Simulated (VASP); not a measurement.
Set up this calculation in VASP 6.6.1, as the native input.

```yaml
Task: relaxation of cell and atoms
Functional: PBE
Potentials_or_basis: VASP PAW PBE potentials, release 64 (Si, W_sv)
Cutoff: 520 eV
k_mesh: 18 × 18 × 18
Occupations: gaussian, width 0.1 eV
Spin: no spin polarisation
Further_INCAR_settings: ALGO = Normal; EDIFF = 1e-07; IBRION = 2; EDIFFG = -0.15; NSW = 80; ISIF = 3
```

The structure of Si2W lies in POSCAR:

```
Si2W                                    
1.0
   -1.6144649552      1.6144649552      3.9354880615
    1.6144649552     -1.6144649552      3.9354880615
    1.6144649552      1.6144649552     -3.9354880615
  Si              W             
     2     1
Direct
     0.3345588731587887    0.3345588731587887    0.0000000000000000
     0.6654411268412113    0.6654411268412113    0.0000000000000000
     0.0000000000000000    0.0000000000000000    0.0000000000000000
```

The input as run:

INCAR

```
PREC     = Accurate       # precision mode
ENCUT    = 520            # plane-wave cutoff, eV
EDIFF    = 1E-7           # SCF threshold, eV
ISMEAR   = 0              # smearing method
SIGMA    = 0.1            # smearing width, eV
LREAL    = False          # projectors in reciprocal space
LASPH    = True           # aspherical terms in the spheres
NELM     = 100            # most SCF steps
ALGO     = Normal         # electronic algorithm
ISIF     = 3              # what is computed and relaxed
LWAVE    = False          # write WAVECAR
LCHARG   = False          # write CHGCAR
GGA      = PE             # functional
IBRION   = 2              # ionic algorithm
NSW      = 80             # ionic steps
EDIFFG   = -0.15          # ionic threshold
```

KPOINTS

```
Automatic mesh
0
Gamma
  18 18 18
```

Potentials or basis: VASP PAW PBE potentials, release 64 (Si, W_sv).

Run with:

```bash
$ cat potpaw_PBE.64/Si/POTCAR potpaw_PBE.64/W_sv/POTCAR > POTCAR
$ mpirun -np 1 vasp_std > vasp.out
```

It gave:

| Quantity | Value |
| --- | --- |
| Pressure after relaxing | 0.0 GPa |
| Band gap on the k mesh | none (metal or under the smearing width) |

Caveat: the relaxation stopped at its first step, so nothing moved.

Wall time 7.9 min on 1 thread of Intel(R) Xeon(R) Platinum 8559C (Emerald Rapids) (shared host), peak memory 0.43 GiB.
